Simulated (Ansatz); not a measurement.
**BeS (F-43m): volume and gaps against pressure**

```xyz
2
Lattice="2.4190 2.4190 0.0000 -2.4190 2.4190 0.0000 0.0000 2.4190 2.4190" Properties=species:S:1:pos:R:3 pbc="T T T"
Be    0.0000    0.0000    0.0000
S     1.2095    3.6284    1.2095
```

This is the zero-pressure cell under PBEsol. Cell and atoms are relaxed by PAW (default files of Ansatz 0.2.0, cutoff 420 eV, stress met within about 0.05 GPa) at each pressure, in this structure whether or not another phase would take over; P is the pressure reached, less that of this cell. Levels come from PBEsol, all-electron LAPW in Ansatz 0.2.0, scalar-relativistic; k mesh 8×8×8, fixed occupations, basis error target 0.5 meV/atom. Conduction levels are in eV over the valence top (at Γ), at fixed fractional wave vectors. Zone-centre phonons come from finite displacements by PAW, without the LO-TO term.

```tsv
P (GPa)	V/V₀	X	L	Γ	T2 TO (cm⁻¹)
-1.97	1.0214	2.957	5.308	5.592	559.6
0.00	1.0000	2.910	5.384	5.582	577.1
2.02	?	?	?	?	?
3.99	0.9625	2.819	5.519	5.558	609.2
7.00	0.9382	2.755	5.609	5.539	631.2
10.00	0.9165	2.694	5.690	5.519	651.7
14.99	0.8847	2.596	5.812	5.483	683.2
```

Task: Fit the third-order Birch-Murnaghan equation to the rows shown.

Result: With f = [(V₀/V)^(2/3) − 1]/2, the normalised pressure F = P/[3f(1 + 2f)^(5/2)] is 97.2 GPa at f = -0.0070, 96.9 GPa at f = 0.0129, 96.6 GPa at f = 0.0217, 96.3 GPa at f = 0.0299, 95.8 GPa at f = 0.0425. The line F = B₀[1 + (3/2)(B′ − 4)f] gives B₀ = 97.1 GPa and B′ = 3.8.

Task: What are the volume deformation potentials and pressure coefficients of these levels at zero pressure?

Result: 

```csv
level,dE/dlnV (eV),dE/dP = −(dE/dlnV)/B₀ (meV/GPa),mean slope up to 4.0 GPa (meV/GPa)
X,2.28,-23.4,-22.6
L,-3.55,36.6,33.8
Γ,0.52,-5.4,-5.8
```

dE/dlnV is the slope of a cubic fit in ln V at V₀. The last column is read from two rows and shows how the slope bends with pressure.

Task: What mode Grüneisen parameters follow?

Result: γ = −d ln ω/d ln V at V₀ from a quadratic fit in ln V: T2 1.44.

Task: What belongs in the row at 2.02 GPa?

Result: The fits give V/V₀ = 0.9802 and X = 2.863 eV. Computed: V/V₀ = 0.9803, X = 2.863, L = 5.455, Γ = 5.570, T2 TO (cm⁻¹) = 593.8.

Known limits: no other phase was computed; many crystals of this kind change structure within this range, and rows or crossings beyond such a change describe a metastable lattice; the frozen-core PAW files of the relaxations were fitted under PBE, their cores solved anew for this functional; semilocal gaps are low, and the spacing of valleys can be off by tenths of an eV; levels are read at fixed fractional k, so an edge that moves off these points is missed.
